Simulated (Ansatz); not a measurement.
Runs of Ansatz 0.2.0 on SiNi. It takes space group P2_13 (No. 198, cubic). The conventional cell has a = 4.504 Å, b = 4.504 Å, c = 4.504 Å, α = 90.00°, β = 90.00°, γ = 90.00°. Ni (site symmetry 3) is surrounded by 7 Si at 2.36 to 2.44 Å. Si (site symmetry 3) has 7 Ni at 2.36 to 2.44 Å as nearest neighbours. The cell is a database's computed one.

```tsv
task	level	cell	cutoff (eV)	points for each segment of the path	gap on the mesh (eV)	pressure (GPa)	moment (μB)	relaxed volume (Å³/atom)	largest force (eV/Å)
relaxation of cell and atoms	PBEsol+D3(BJ)	relaxed	420	-	none	0.0	0.00	10.80	-
band structure	r2SCAN	as given	500	10	none	-5.1	0.00	-	(a)
relaxation of cell and atoms	r2SCAN	relaxed	500	-	none	0.0	0.00	(c)	-
relaxation of cell and atoms	BLYP+D3(BJ)	relaxed	420	-	none	0.0	0.00	11.09	-
relaxation of cell and atoms	PBEsol	relaxed	420	-	none	0.0	0.00	11.15	-
relaxation of cell and atoms	PBEsol+D4	relaxed	420	-	none	0.0	0.00	10.94	-
band structure	PBEsol	as given	420	10	none	(b)	0.00	-	0.04
```

Alike in all rows: potentials or basis Ansatz PAW; spin collinear, ferromagnetic start; k mesh 6 × 6 × 6; smearing fermi-dirac 0.05 eV.

Problem. Fill in the values left out.

Solution. (a) 0.06; (b) -4.6; (c) 11.12.

Caveats: the PAW data sets come from PBE, with cores solved anew for the run's functional, which leaves a small shift of forces and pressure; the plane-wave basis is chosen anew once the cell has moved, so the energies of steps on either side of that aren't comparable (some runs); pairwise dispersion overbinds metals, which lowers pressure and volume (some runs); the magnetic or orbital state may not be the lowest (some runs); the potentials were made for another functional, which shifts forces and pressure (some runs).

A k mesh can miss the band edges.

A gap of «none» marks a metal or a gap under the smearing width.

Not every run made on this cell is shown here.
